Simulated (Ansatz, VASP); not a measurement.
# Cross-check of Zn36HO36 (bond-centred H+ along c in ZnO) between VASP and Ansatz, part 2 of 2

One calculation is typed for both programs; each brings its own data sets. How far apart do they land? The cell is taken from a series of runs on this material, whose earlier steps may have relaxed, scaled, displaced or heated it; both programs get it as it stands.

VASP 6.6.1 and Ansatz 0.2.0.

So far. Step 2 (VASP: single point, HSE06): The run ends at a pressure of -2.46 GPa, with forces up to 14 eV/Å.

### Step 3. Ansatz: single point, HSE06

Level of this step: Ansatz beside VASP: Kohn-Sham DFT, plane waves, HSE06 (Ansatz).

Ansatz runs on its default PAW (the set named soft_2) files.

The same cell, functional, mesh and smearing now go to Ansatz.

input.yaml reads:

```yaml
crystal:
  lattice:
    - [9.83855992, 0.0, 0.0]
    - [-4.91927996, 8.52044283, 0.0]
    - [0.0, 0.0, 10.58650209]
  atoms:
    - { symbol: Zn, position: [0.111479046, 0.222318118, 0.250124623] }
    - { symbol: Zn, position: [0.2215626, 0.109740485, 0.001042795] }
    - { symbol: O, position: [0.222680803, 0.111976229, 0.19008828] }
    - { symbol: O, position: [0.112045923, 0.223909612, 0.43983474] }
    - { symbol: Zn, position: [0.109131574, 0.218134872, 0.74986997] }
    - { symbol: Zn, position: [0.221945997, 0.110521809, 0.499450296] }
    - { symbol: O, position: [0.222038318, 0.110700843, 0.688255195] }
    - { symbol: O, position: [0.109107493, 0.218448279, 0.938331659] }
    - { symbol: Zn, position: [0.111478485, 0.556142125, 0.250126421] }
    - { symbol: Zn, position: [0.208428691, 0.437704168, -0.009371766] }
    - { symbol: O, position: [0.219040489, 0.443011882, 0.183778156] }
    - { symbol: O, position: [0.112046232, 0.555111412, 0.439836243] }
    - { symbol: Zn, position: [0.109132935, 0.557974402, 0.749868681] }
    - { symbol: Zn, position: [0.207252935, 0.437113211, 0.510846605] }
    - { symbol: O, position: [0.222304222, 0.444640678, 0.697252504] }
    - { symbol: O, position: [0.109105886, 0.557637128, 0.938330821] }
    - { symbol: Zn, position: [0.111252912, 0.889117137, 0.249628466] }
    - { symbol: Zn, position: [0.221564037, 0.778799946, 0.001039952] }
    - { symbol: O, position: [0.222680326, 0.777684974, 0.1900874] }
    - { symbol: O, position: [0.11124539, 0.889111628, 0.438658196] }
    - { symbol: Zn, position: [0.111249043, 0.889113962, 0.750061375] }
    - { symbol: Zn, position: [0.221944786, 0.778400579, 0.499448635] }
    - { symbol: O, position: [0.222036675, 0.778314863, 0.688253033] }
    - { symbol: O, position: [0.111247029, 0.889112383, 0.939259852] }
    - { symbol: Zn, position: [0.444225089, 0.222311612, 0.250118587] }
    - { symbol: Zn, position: [0.556368571, 0.111674033, 0.001625823] }
    - { symbol: O, position: [0.555418026, 0.111200289, 0.190484669] }
    - { symbol: O, position: [0.445232037, 0.223912413, 0.439827497] }
    - { symbol: Zn, position: [0.442383892, 0.218139356, 0.749855538] }
    - { symbol: Zn, position: [0.556128586, 0.111550114, 0.498779898] }
    - { symbol: O, position: [0.556229993, 0.111604136, 0.68780631] }
    - { symbol: O, position: [0.442724241, 0.218443526, 0.938317193] }
    - { symbol: Zn, position: [0.444615718, 0.555806037, 0.169528119] }
    - { symbol: Zn, position: [0.562668186, 0.437695552, -0.0093845] }
    - { symbol: O, position: [0.557378301, 0.442995779, 0.183759654] }
    - { symbol: O, position: [0.444536584, 0.555746758, 0.465820983] }
    - { symbol: Zn, position: [0.444575466, 0.555776058, 0.756017472] }
    - { symbol: Zn, position: [0.563210702, 0.437131417, 0.510812912] }
    - { symbol: O, position: [0.555707752, 0.444645084, 0.697227615] }
    - { symbol: O, position: [0.444591156, 0.555787359, 0.953152253] }
    - { symbol: Zn, position: [0.444224556, 0.888895336, 0.250118133] }
    - { symbol: Zn, position: [0.562672144, 0.791959016, -0.009389782] }
    - { symbol: O, position: [0.557384999, 0.781377724, 0.183750988] }
    - { symbol: O, position: [0.44523061, 0.888291662, 0.439825954] }
    - { symbol: Zn, position: [0.442384454, 0.891218817, 0.749848178] }
    - { symbol: Zn, position: [0.563205191, 0.793041002, 0.510800205] }
    - { symbol: O, position: [0.555706259, 0.77803585, 0.697217444] }
    - { symbol: O, position: [0.442724728, 0.891261847, 0.938309775] }
    - { symbol: Zn, position: [0.777914168, 0.222446116, 0.249967001] }
    - { symbol: Zn, position: [0.888691124, 0.111676663, 0.001633122] }
    - { symbol: O, position: [0.889172802, 0.111205834, 0.190491121] }
    - { symbol: O, position: [0.777904841, 0.222439684, 0.439031626] }
    - { symbol: Zn, position: [0.77791288, 0.222445464, 0.749994213] }
    - { symbol: Zn, position: [0.88878873, 0.111547229, 0.498786332] }
    - { symbol: O, position: [0.888754781, 0.111604875, 0.687810586] }
    - { symbol: O, position: [0.777917078, 0.222448558, 0.939745877] }
    - { symbol: Zn, position: [0.778060535, 0.556144367, 0.250124657] }
    - { symbol: Zn, position: [0.888689625, 0.443992665, 0.001636441] }
    - { symbol: O, position: [0.889170587, 0.444946509, 0.190494273] }
    - { symbol: O, position: [0.776433173, 0.555116097, 0.439832757] }
    - { symbol: Zn, position: [0.782212635, 0.557973053, 0.749850104] }
    - { symbol: Zn, position: [0.888790033, 0.444216313, 0.498789141] }
    - { symbol: O, position: [0.888754017, 0.444127751, 0.687812713] }
    - { symbol: O, position: [0.781919859, 0.557635484, 0.938313455] }
    - { symbol: Zn, position: [0.778062263, 0.888898535, 0.250122308] }
    - { symbol: Zn, position: [0.890613543, 0.778796414, 0.001032362] }
    - { symbol: O, position: [0.888392586, 0.777686011, 0.190084098] }
    - { symbol: O, position: [0.776432842, 0.888290544, 0.43982933] }
    - { symbol: Zn, position: [0.782210903, 0.891216513, 0.749844378] }
    - { symbol: Zn, position: [0.88983487, 0.778405052, 0.499446178] }
    - { symbol: O, position: [0.889661406, 0.778318725, 0.688248971] }
    - { symbol: O, position: [0.781922393, 0.891265323, 0.938307304] }
    - { symbol: H, position: [0.444443694, 0.555675311, 0.388863507] }
total_charge: 1
basis:
  ecutwfc: 420
  xc_grid: 2
hamiltonian:
  xc: hse06
kpoints:
  mp_grid: { grid: [1, 1, 1] }
scf:
  occupations: { method: fermi_dirac, width: 0.01 }
  max_iter: 120
output:
  forces: true
checkpoint:
  read: "../relax.run"
```

Command:

```
ansatz run input.yaml --threads 4 --pin off --max-ram 14131MiB --backend cpu --events-out ev --progress --plain --runs-dir out
```

Numbers of over 12 decimals in the logs are rounded to 6 here.

What it wrote:

```text
Warning: checkpoint.read: the run can stay near the saved state's solution: 2 site(s) moved relative to the saved geometry (max |Δs| = 1.282e-2 fractional); the SCF starts from the saved state under `checkpoint.density_extrapolation: transplant`, in force with no word given; its orbitals are not used off its sites. A run without `checkpoint.read` takes nothing of the state. A lower free energy from it at the same positions (and U, V and field ramp, if any) shows a solution that this start missed, and an equal or higher one rules none out (checkpoint.read, Limitations, in the input reference)
exact exchange: scf.exx.singularity resolves to wigner_seitz, which cuts the screened interaction at the faces of the exchange supercell's Wigner-Seitz cell, so that each pair interacts once, at the shortest of its separations (the periodic images that this leaves out come, for a point-like exchange hole, to about 0.010 eV on a filled level). The cut falls within the interaction's reach, and what an exchange supercel [...]
Engine: ansatz 0.2.0, aarch64-unknown-linux-gnu
Pseudopotentials: kind: paw
Pseudopotential: Zn, paw, valence charge 12, recommended cutoff 420 eV (normal), Zn.paw.azcp
Pseudopotential: O, paw, valence charge 6, recommended cutoff 420 eV (normal), O.paw.azcp
Pseudopotential: H, paw, valence charge 1, recommended cutoff 420 eV (normal), H.paw.azcp
Functional definition: HSE06
  parameter a = 0.25
  parameter omega = 0.11/bohr
  exchange = pbe_x - a*pbe_x_sr(omega) + a*exact_x_sr(omega)
  correlation = pbe_c
Crystal: 73 atoms, lattice volume = 887.455 Å³
Basis set: ecut = 420 eV, 17351 PW (Γ), exchange–correlation on 144×144×144 points (8 copies of the dense FFT grid, shifted against one another)
Bands: 397, of which v1, the nominal top of the filled ones, is band 324 counted from 1 (323 counted from 0)
Symmetry: 1 space group operations
Space group: P1 (ITA 1), of the structure as read, at distance tolerance 9.6e-5 Å
k-points: 1
Non-local potential: Zn, projectors of the file, l = 0: 2, l = 1: 2, l = 2: 3, l = 3: 1
Non-local potential: O, projectors of the file, l = 0: 2, l = 1: 2, l = 2: 1
Non-local potential: H, projectors of the file, l = 0: 2, l = 1: 1
PAW form: soft (Blöchl's): semilocal exchange-correlation on the pseudo side does not see the compensation charge
PAW frozen core: Zn, regenerated for the run's functional, and the local potential with it (the file was generated under x = pbe(κ = 0.804, μ = 0.219515), c = pbe(β = 0.066725))
PAW frozen core: O, regenerated for the run's functional, and the local potential with it (the file was generated under x = pbe(κ = 0.804, μ = 0.219515), c = pbe(β = 0.066725))
PAW one-centre angular grid: Zn, 590 points (default); XC on 64 Gauss nodes
PAW one-centre angular grid: O, 110 points (default); XC on 96 Gauss nodes
PAW one-centre angular grid: H, 110 points (default); XC on 64 Gauss nodes
Initial density: read from a saved state, or passed on in memory by an earlier SCF of this step, an earlier step, the calling program or the single point that the run made first, carried with its atoms to this geometry
Initial wavefunctions: pseudopotential atomic-orbital guess
Functional: x = pbe(κ = 0.804, μ = 0.219515), c = pbe(β = 0.066725), warm-up for x = pbe(κ = 0.804, μ = 0.219515) + 0.25 (exact − pbe) at short range (hse, ω = 0.207870 Å⁻¹), c = pbe(β = 0.066725); HSE06 as pw.x's `hse` composes it (authors' and Libxc's form: `xc: wpbeh`)
iter 1 solved again at ethr=5.80e-4 eV; its pass at ethr=1.00e-1 eV (dr2=3.76e0 eV) is discarded
SCF iter   1: F=—  HF=-139948.613380 eV  |F-HF|=—  |Δ(HF+E_count)|=         —  Δρ=3.20e-2  dr2=4.61e0  ethr=5.80e-4  ⟨swp⟩=7.0  Hψ=2640  notcnv=0
preconditioner: auto → none  [insulator: Δε(μ)=0.502 eV  Ē_g=12.132 eV  σ=0.010 eV  W_gap=1.00  n_scr=242 (ndim 8)  ℏωp=31.7 eV  f_vac=0.062  D(μ)=0.00/eV (n_scr^D=0)]
[...]
SCF 4 converged in 2 iterations: F = -139942.248215 eV  dr2 = 2.27e-8
  Residual-converged pass: ⟨swp⟩=2.0  Hψ=721  notcnv=0  max |occ|·‖R‖ = 1.6e-6 eV (tolerance 2.3e-6 eV)  dr2=2.26e-8  dr2_onsite=4.24e-9  max |Δocc| = 0.0e0
hybrid outer 3: dexx = +9.009e-9 eV, tail = 5.40e-8 eV, Δε = 7.42e-5 eV (about 4.65e-5 eV left of the loop's levels), ΔF = 1.45e-4 eV/Å (tail 3.71e-4)
hybrid SCF converged: 3 outer / 14 inner (+7 warm-up), last move |dexx| = 9.01e-9 eV, tail = 5.40e-8 eV
Stability not checked: this state was not tested for a lower state beside it, because the functional holds exact exchange (a hybrid, or Hartree-Fock), whose exchange loop this test does not read (fock_operator; see scf.lower_state_search)
Free energy (F): -139942.248215 eV
Frozen-core exchange: fock
Harris-Foulkes:  -139942.248215 eV  (|F-HF|=2.05e-8)
Internal energy: -139942.248215 eV  (E = F + TS)
E sigma→0 (E₀):  -139942.248215 eV
Fermi energy:    6.734704 eV
--- Per-component energies (eV) ---
  E_band       = -401.805316
  E_kinetic    = 11022.735500
  E_local      = -73794.289061  (includes V_loc(G=0)·N_el)
  E_nonlocal   = 24150.802713
  E_hartree    = 30525.717861
  E_xc         = -6003.187587
  E_vxc        = -4139.551272  (∫ρ·V_xc dr)
  E_exx        = -2207.486502  (= α·E_x^exact, valence–valence)
  E_paw        = -71119.667329  (= ΣΔE_a)
  E_vpaw       = -14278.015937  (= ΣTr[D̂ρ^β])
  E_aug_tail   = 0.072775  (compensation charges beyond the density's cutoff)
  E_ewald      = -52539.050821
  E_core_change = 22.104248  (= ΣΔE_core)
  E_smearing   = -0.000000  (= −TS)
  E_closure    = -0.000013  (closes the sum)
  E_deformation_potential = 13.610662  (in the stress; not in F)
  Σ components = -139942.248215   (vs F -139942.248215, Δ=0.00e0)
--- Forces (eV/Å), atoms counted from 1 ---
  atom   1  Zn    -0.00006249     0.01158520    -0.01524228
  atom   2  Zn     0.00012075     0.00245622     0.00113972
  atom   3  O     -0.00003886    -0.00415908     0.00348989
  atom   4  O      0.00652865     0.01301578     0.00777695
  atom   5  Zn    -0.00030390    -0.00054521     0.00586666
  atom   6  Zn     0.00005200    -0.00642061     0.00270802
  atom   7  O     -0.00005016     0.00050503    -0.00436232
  atom   8  O     -0.00037347    -0.00296615    -0.00589347
  atom   9  Zn     0.00994667    -0.00588540    -0.01527576
  atom  10  Zn     0.00542719     0.00314166     0.01498993
  atom  11  O     -0.01884705    -0.01090623     0.00089289
  atom  12  O      0.01454256    -0.00082169     0.00777036
  atom  13  Zn    -0.00071542     0.00001015     0.00592537
  atom  14  Zn    -0.02235941    -0.01285777     0.03388985
  atom  15  O      0.00111521     0.00062907    -0.01485536
  atom  16  O     -0.00276774     0.00114187    -0.00585190
  atom  17  Zn    -0.00010172    -0.00011360    -0.00615831
  atom  18  Zn     0.00217628    -0.00108894     0.00123756
  atom  19  O     -0.00357553     0.00204562     0.00341811
  atom  20  O     -0.00004669    -0.00003567     0.00286188
  atom  21  Zn    -0.00014815    -0.00014211     0.00344419
  atom  22  Zn    -0.00554628     0.00322197     0.00273888
  atom  23  O      0.00045320    -0.00029056    -0.00431012
  atom  24  O      0.00005985     0.00007062    -0.00255515
[...]
atom  66  Zn    -0.00202068    -0.00114303     0.00144986
  atom  67  O      0.00348621     0.00206263     0.00330878
  atom  68  O     -0.00797000    -0.01190361     0.00777908
  atom  69  Zn     0.00024097     0.00057476     0.00600308
  atom  70  Zn     0.00552008     0.00315400     0.00273997
  atom  71  O     -0.00052488    -0.00026629    -0.00421715
  atom  72  O      0.00254363     0.00179070    -0.00541444
  atom  73  H     -0.00809155    -0.00871939   -12.65206371
  max |Σ_I F_I| component: 5.23e-4 eV/Å
--- Band table (eV) ---
  k-point 0: bands = [... 320 lower, 5.1324, 5.4349, 5.4913, 5.4913, 7.9711]
  guard bands above this table: 72 of the run's 397 bands. The solve was not asked for them (output.publish_guard_bands: true or output.eigenvalues: true publishes all)
```

### Step 4. Side by side

Known differences besides the potentials themselves: exact exchange at q = 0 is treated differently, which shows on coarse meshes; VASP keeps PBE cores, Ansatz makes them for the functional; the cutoff is 420 eV in Ansatz and 520 eV in VASP (PREC = Accurate, projectors in real space); VASP takes a coarser grid for exact exchange (PRECFOCK = Fast). Total energies have different zeros and are not compared.

Both answers:

| quantity | Ansatz | VASP | difference |
| --- | --- | --- | --- |
| gap on the k mesh (eV) | 2.480 | 2.448 | +0.032 |

Forces on 7 of the 73 atoms, those with the largest forces and the largest differences (eV/Å; atoms numbered as in POSCAR):

| atom | Ansatz x, y, z | VASP x, y, z |
| --- | --- | --- |
| Zn17 | 0.000, 0.000, 0.110 | 0.000, 0.000, 0.120 |
| O41 | -0.019, -0.011, 0.001 | -0.045, -0.024, 0.016 |
| O53 | 0.018, -0.011, 0.001 | 0.044, -0.025, 0.016 |
| O54 | 0.009, 0.009, 12.473 | 0.010, 0.010, 13.727 |
| O56 | 0.000, 0.000, -0.023 | 0.000, 0.001, -0.044 |
| O57 | 0.000, 0.021, 0.001 | 0.000, 0.051, 0.017 |
| H73 | -0.008, -0.009, -12.652 | -0.008, -0.010, -13.949 |

The forces differ by 122 meV/Å r.m.s., which is 9.2 % of the r.m.s. force of 1.323 eV/Å (both taken over all components). A gap on the mesh is an upper bound, since the band edges may lie between its points. The cell carries a charge of +1 e against a uniform background, so its pressure also hangs on how the neutralising background is counted, and in a defect's cell a gap may be the spacing between its levels.

### Step 5. What came out

- r.m.s. force difference (single point, HSE06): 9.2 % of the r.m.s. force

What this shows: The r.m.s. force difference is 9.2 % of the r.m.s. force (single point, HSE06), beyond the 3 % picked in this series as the mark of a large difference. What causes the difference of the single point, HSE06 pair stays open here. How closely two codes agree says nothing of how well the functional describes the real material.

[Lines on the potential files, build, host, timing and source positions are cut from VASP's logs without a mark.]

[Logs are printed without paths, hosts, clocks, repeated set-up lines and the standing remarks that a program may print on its own settings, such as how far it seeks lower states.]

[Hosts, paths, dates, database ids (printed as entryN), source tags and the programs' standing remarks are cut or masked in the printed files.]
